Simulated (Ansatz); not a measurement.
**AlP: how the settings move a calculation**

Aim: see which settings change the result for AlP, by how much, and at what cost.

The COD entry's cell or inner coordinates are ideal or old and differ from later refinements, so a difference from it is no clean test against experiment.

Program: Ansatz 0.2.0. Level of theory: reference: DFT, PBE, plane-wave PAW, default files, scalar-relativistic. These are calculated values, not measurements.

**1. The structure to begin with**

Symmetry: F-43m, No. 216, cubic system. The conventional cell has a = 5.451 Å, b = 5.451 Å, c = 5.451 Å, α = 90.00°, β = 90.00°, γ = 90.00°. Al (site symmetry -43m) is surrounded by 4 P at 2.36 Å. P (site symmetry -43m) has 4 Al at 2.36 Å as nearest neighbours.

As a file:

```
CELL_PARAMETERS angstrom
0.00000 2.72550 2.72550
2.72550 0.00000 2.72550
2.72550 2.72550 0.00000
ATOMIC_POSITIONS crystal
Al 0.00000 0.00000 0.00000
P 0.25000 0.25000 0.25000
```

**2. Reference**

input.yaml

```yaml
crystal:
  lattice:
    - [0.0, 2.7255, 2.7255]
    - [2.7255, 0.0, 2.7255]
    - [2.7255, 2.7255, 0.0]
  atoms:
    - { symbol: Al, position: [0.0, 0.0, 0.0] }
    - { symbol: P, position: [0.25, 0.25, 0.25] }
kpoints:
  mp_grid: { grid: [9, 9, 9] }
scf:
  occupations: { method: fermi_dirac, width: 0.02 }
hamiltonian:
  xc: pbe
  pseudopotentials: { kind: paw }
output:
  forces: true
  stress: true
  populations: true
  efg: { quadrupole_moments_barn: { Al: 0.1466 }, contact_densities: true }
  write_density: true
  write_potential: true
  elf: true
  volumetric_format: npy
relax:
  f_tol: 0.02
  max_steps: 60
```

Command:

```bash
$ ansatz run input.yaml --threads 1 --pin off --max-ram 2560MiB --backend cpu --events-out ev --progress --plain --runs-dir out
```

Excerpt of the output:

```text
[...]
Basis set: ecut = 420 eV, 749 PW (Γ), exchange–correlation on 54×54×54 points (8 copies of the dense FFT grid, shifted against one another)
[...]
k-points: 35 of 729 (time reversal used)
[...]
SCF iter   1: F=—  HF=-1294.433379 eV  |F-HF|=—  |Δ(HF+E_count)|=         —  Δρ=1.24e-3  dr2=1.01e-3  ethr=1.77e-3  ⟨swp⟩=6.4  Hψ=2702  notcnv=0
preconditioner: auto → none  [insulator: Δε(μ)=1.636 eV  Ē_g=9.996 eV  σ=0.020 eV  W_gap=1.00  n_scr=8 (ndim 8)  ℏωp=16.5 eV  f_vac=0.000  D(μ)=0.00/eV (n_scr^D=0)  ε∞_Penn≈3.7]
SCF iter   2: F=—  HF=-1294.433194 eV  |F-HF|=—  |Δ(HF+E_count)|=   1.86e-4  Δρ=3.73e-4  dr2=4.27e-5  ethr=1.26e-5  ⟨swp⟩=2.2  Hψ=807  notcnv=0
[...]
SCF iter   5: F=-1294.433265 eV  HF=-1294.433265 eV  |F-HF|=7.05e-9  |Δ(HF+E_count)|=   5.51e-8  Δρ=4.47e-6  dr2=1.21e-8  ethr=2.20e-9  ⟨swp⟩=2.3  Hψ=438  notcnv=0
SCF iter   6: F=-1294.433265 eV  HF=-1294.433265 eV  |F-HF|=8.78e-10  |Δ(HF+E_count)|=   2.15e-9  Δρ=1.55e-6  dr2=1.43e-9  ethr=1.51e-10  ⟨swp⟩=5.8  Hψ=1437  notcnv=0
[...]
relax step   1: F+E_penalty+E_count = -1294.43326532 eV  Δ(F+E_penalty+E_count) = +0.000e0 eV  max|allowed force component| = 1.850e-16 eV/Å  Δτ_max = 0.0000 Å  (6 SCF iters, accepted)
[...]
SCF converged after 6 iterations
Free energy (F): -1294.433265 eV
[...]
E sigma→0 (E₀):  -1294.433265 eV
Fermi energy:    5.910990 eV
[...]
  P = ⅓ Tr σ = 2.7391 GPa (27.391 kbar)
[...]
--- Relaxed structure (1 steps of the walk, 1 accepted, 0 SCFs on fresh bases) ---
[...]
```

Run time: 3 s. Hardware: 1 thread of Arm Neoverse V2, shared host; peak memory 0.31 GiB.

**3. Changing settings: n_extra_bands 4, preconditioner resta, xc r2scan**

input.yaml: that of step 2 with these lines changed.

```diff
@@ -12,4 +12,6 @@
   occupations: { method: fermi_dirac, width: 0.02 }
+  n_extra_bands: 4
+  mixing: { preconditioner: resta }
 hamiltonian:
-  xc: pbe
+  xc: r2scan
   pseudopotentials: { kind: paw }
@@ -24,4 +26 @@
   volumetric_format: npy
-relax:
-  f_tol: 0.02
-  max_steps: 60
```

Command:

```bash
$ ansatz run input.yaml --threads 1 --pin off --max-ram 2560MiB --backend cpu --events-out ev --progress --plain --runs-dir out
```

Standard output, cut to the lines that bear on the results:

```text
Warning: RAYON_NUM_THREADS=1 ignored (pool sized by the plan → 1); use --threads N
scf.n_extra_bands = 4 over 4 filled bands (N_el = 8.0): the run solves 8 bands
[...]
Pseudopotentials: kind: paw
Pseudopotential: Al, paw, valence charge 3, recommended cutoff 500 eV (meta_gga), Al.paw.azcp
Pseudopotential: P, paw, valence charge 5, recommended cutoff 500 eV (meta_gga), P.paw.azcp
Functional definition: r2SCAN
[...]
Crystal: 2 atoms, lattice volume = 40.492 Å³
Basis set: ecut = 500 eV, 965 PW (Γ), exchange–correlation on 120×120×120 points (64 copies of the dense FFT grid, shifted against one another)
Bands: 8, of which v1, the nominal top of the filled ones, is band 4 counted from 1 (3 counted from 0)
Symmetry: 24 space group operations
Space group: F-43m (ITA 216), of the structure as read, at distance tolerance 3.4e-5 Å
k-points: 35 of 729 (time reversal used)
[...]
SCF iter   1: F=—  HF=-1301.032534 eV  |F-HF|=—  |Δ(HF+E_count)|=         —  Δρ=2.86e-3  dr2=2.90e-3  dr2_τ=1.35e-2  ethr=1.77e-3  ⟨swp⟩=6.4  Hψ=2714  notcnv=0
[...]
SCF iter   6: F=-1301.063971 eV  HF=-1301.063971 eV  |F-HF|=1.02e-9  |Δ(HF+E_count)|=   8.12e-8  Δρ=2.59e-6  dr2=3.38e-9  dr2_τ=1.21e-10  ethr=1.25e-9  ⟨swp⟩=11.5  Hψ=2289  notcnv=0
[...]
SCF converged after 6 iterations
Free energy (F): -1301.063971 eV
[...]
E sigma→0 (E₀):  -1301.063971 eV
Fermi energy:    5.917112 eV
[...]
--- Forces (eV/Å), atoms counted from 1 ---
  atom   1  Al     0.00000000    -0.00000000     0.00000000
  atom   2  P     -0.00000000     0.00000000     0.00000000
[...]
--- Stress (GPa, compression-positive) ---
        1.415004      -0.000000      -0.000000
        0.000000       1.415004       0.000000
       -0.000000       0.000000       1.415004
  P = ⅓ Tr σ = 1.4150 GPa (14.150 kbar)
--- PAW observables at the nuclei: V_zz in 10²¹ V/m², potentials from the cell's mean, atoms counted from 1 ---
  atom   1  Al V_zz =    +0.000000   η = 0.0000   by run symmetry: forbidden   C_q = +0.0000 MHz
            electrostatic potential = -1226.479936 V   contact ρ = 10065.944331 e/Å³
  atom   2  P  V_zz =    -0.000000   η = 0.0000   by run symmetry: forbidden
            electrostatic potential = -1493.197765 V   contact ρ = 15991.381154 e/Å³
--- Band table (eV; the first three rows and the last of 35) ---
  k-point 0: bands = ["-7.0911", "4.9327", "4.9327", "4.9327", "8.9798", "9.9025", "9.9025", "9.9025"]
[...]
--- Löwdin populations: 2 sites ---
  site symbol       q [e]
     0     Al      2.5556
     1      P      5.3793
  spilling = 0.008138 (of n_electrons = 8.000000)
```

It took 6 s on 1 thread of Arm Neoverse V2, shared host; peak memory 0.41 GiB.

After a change of functional the difference of the totals has no physical meaning; the pressure goes from 2.7 to 1.4 GPa and the gap on the mesh goes from 1.65 to 1.98 eV. At this fixed cell a lower pressure means that this functional prefers a smaller volume than the reference. Meta-GGAs of this kind usually give somewhat wider gaps than GGAs.

**4. Changing settings: scf.algorithm density_mixing**

input.yaml: that of step 2 with these lines changed.

```diff
@@ -12,2 +12,3 @@
   occupations: { method: fermi_dirac, width: 0.02 }
+  algorithm: density_mixing
 hamiltonian:
@@ -20,8 +21 @@
   efg: { quadrupole_moments_barn: { Al: 0.1466 }, contact_densities: true }
-  write_density: true
-  write_potential: true
-  elf: true
-  volumetric_format: npy
-relax:
-  f_tol: 0.02
-  max_steps: 60
```

Command:

```bash
$ ansatz run input.yaml --threads 1 --pin off --max-ram 2560MiB --backend cpu --events-out ev --progress --plain --runs-dir out
```

Standard output, cut to the lines that bear on the results:

```text
Warning: RAYON_NUM_THREADS=1 ignored (pool sized by the plan → 1); use --threads N
[...]
[... 1 set-up line as earlier in the session ...]
Pseudopotential: Al, paw, valence charge 3, recommended cutoff 420 eV (normal), Al.paw.azcp
Pseudopotential: P, paw, valence charge 5, recommended cutoff 420 eV (normal), P.paw.azcp
Functional definition: PBE
[...]
Crystal: 2 atoms, lattice volume = 40.492 Å³
Basis set: ecut = 420 eV, 749 PW (Γ), exchange–correlation on 54×54×54 points (8 copies of the dense FFT grid, shifted against one another)
Bands: 8, of which v1, the nominal top of the filled ones, is band 4 counted from 1 (3 counted from 0)
[... 2 set-up lines as earlier in the session ...]
k-points: 35 of 729 (time reversal used)
[...]
SCF iter   1: F=—  HF=-1294.433379 eV  |F-HF|=—  |Δ(HF+E_count)|=         —  Δρ=1.24e-3  dr2=1.01e-3  ethr=1.77e-3  ⟨swp⟩=6.4  Hψ=2702  notcnv=0
[...]
  atom   1  Al     0.00000000    -0.00000000     0.00000000
  atom   2  P     -0.00000000    -0.00000000    -0.00000000
[...]
--- Stress (GPa, compression-positive) ---
        2.739087      -0.000000       0.000000
        0.000000       2.739087       0.000000
       -0.000000       0.000000       2.739087
  P = ⅓ Tr σ = 2.7391 GPa (27.391 kbar)
--- PAW observables at the nuclei: V_zz in 10²¹ V/m², potentials from the cell's mean, atoms counted from 1 ---
  atom   1  Al V_zz =    +0.000000   η = 0.0000   by run symmetry: forbidden   C_q = +0.0000 MHz
            electrostatic potential = -1227.061647 V   contact ρ = 10084.159193 e/Å³
  atom   2  P  V_zz =    -0.000000   η = 0.0000   by run symmetry: forbidden
            electrostatic potential = -1493.481705 V   contact ρ = 16017.185464 e/Å³
--- Band table (eV; the first three rows and the last of 35) ---
  k-point 0: bands = ["-6.4360", "5.0921", "5.0921", "5.0921", "8.4422", "9.6629", "9.6629", "9.6629"]
[...]
--- Löwdin populations: 2 sites ---
  site symbol       q [e]
     0     Al      2.6001
     1      P      5.3400
  spilling = 0.007491 (of n_electrons = 8.000000)
```

It took 3 s on 1 thread of Arm Neoverse V2, shared host; peak memory 0.3 GiB.

Energy and cycle count are those of the reference, so the change (solver) left the result and the number of cycles as they were.

**5. Comparison**

```
                                                run     ending   energy change  pressure (GPa)  gap (eV)  force (eV/Å)  cycles  time
                                          reference  converged               0             2.7      1.65          0.00       6   3 s
1: n_extra_bands 4, preconditioner resta, xc r2scan  converged  not comparable             1.4      1.98          0.00       6   6 s
                    2: scf.algorithm density_mixing  converged    0.0 meV/atom             2.7      1.65          0.00       6   3 s
```

Times don't compare one to one where runs were asked for different outputs or read a saved state (see the inputs); cycles may leave out searches for a lower state.

«scf.algorithm density_mixing» leaves the energy as it was. The pressure spans 1.4 to 2.7 GPa over the reference and the converged variants. The gap spans 1.65 to 1.98 eV over the reference and the converged variants. Symmetry fixes the atoms and the cell is held, so no setting can move this relaxation. 

The gaps are Kohn-Sham values of a semilocal functional, not quasiparticle or optical gaps. Such gaps usually fall short of the measured ones.
